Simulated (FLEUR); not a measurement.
## MgO: single point with PBEsol

**Measured values to compare with.**

“Electronic structure of alkaline earth and post-transition metal oxides”, 2009, arxiv:0908.1581 quotes, for a bulk crystal of MgO: band gap 7.83 eV.

The system is MgO.

```
Mg O
1.0
     0.00000    2.09700    2.09700
     2.09700    0.00000    2.09700
     2.09700    2.09700    0.00000
Mg O
1 1
Direct
  0.00000 0.00000 0.00000
  0.50000 0.50000 0.50000
```

The cell is a database's computed one.

```json
{
 "Program": "FLEUR MaX-R8.1 (later development tree)",
 "Task": "single point",
 "Functional": "PBEsol",
 "Potentials or basis": "all-electron",
 "Basis": "FLAPW",
 "Kmax": "5.13 1/bohr",
 "k mesh": "11 × 11 × 11",
 "Occupations": "fermi-dirac, width 0.05 eV",
 "Spin": "no spin polarisation"
}
```

* Band gap on the k mesh: 4.76 eV, direct
* Valence electrons inside the program's atomic spheres: Mg 8.31; O 5.38 (radii Mg 1.91, O 1.65 bohr)

Levels at points of the mesh, in eV from the valence-band top:
```csv
k point,band 6,band 7,band 8,band 9,band 10,band 11
"(0.00, 0.00, 0.00)",0.00,0.00,0.00,4.76,15.71,15.71
```

Core levels (eV from the Fermi level):
```tsv
atom	levels
1 Mg	1s1/2 -1248.7
2 O	1s1/2 -501.4
```

It took 31 s on 1 thread of Intel(R) Xeon(R) Platinum 8375C CPU @ 2.90GHz (Ice Lake), with other jobs on the host, peak memory 0.06 GiB.

Against the measured gap of MgO, 7.83 eV (quoted in “Electronic structure of alkaline earth and post-transition metal oxides”, 2009, arxiv:0908.1581), the calculated 4.76 eV is off by -3.07 eV. The value is that of PBEsol, without temperature or zero-point motion. Semilocal functionals fall short of measured gaps as a rule. The cell is a database's relaxed one, not the measured one, which moves gaps too.
